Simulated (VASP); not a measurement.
Runs of VASP 6.6.1 on MoP. Symmetry: P-6m2, No. 187, hexagonal system. Conventional cell: a = 3.223 Å, b = 3.223 Å, c = 3.191 Å, α = 90.00°, β = 90.00°, γ = 120.00°. Mo (site symmetry -6m2) is surrounded by 6 P at 2.45 Å. P (site symmetry -6m2) has 6 Mo at 2.45 Å as nearest neighbours. 

```csv
task,level,potentials or basis,spin,cell,cutoff (eV),k mesh for the DOS,occupations for the DOS,pressure (GPa)
relaxation of cell and atoms,PBEsol,"VASP PAW PBE potentials, release 64 (Mo_sv, P)",off,relaxed,600,-,-,0.0
band structure,PBE,"VASP PAW PBE potentials, release 64 (Mo_sv, P)",off,"P-6m2, 14.15 Å³/atom",520,-,-,6.3
band structure,PBE,"VASP PAW PBE potentials, release 64 (Mo_sv, P)","SOC, no magnetisation","P-6m2, 14.15 Å³/atom",520,-,-,6.4
band structure,LDA,"VASP PAW LDA potentials, release 64 (Mo_sv, P)",off,"P-6m2, 14.15 Å³/atom",520,-,-,(a)
```

Alike in all rows: k mesh 15 × 15 × 11; smearing methfessel-paxton 0.1 eV.

Q: Fill in the values left out.

A: (a) -3.4.

Caveats: the PAW data sets were made with another functional, which shifts forces and pressure a little (some runs).
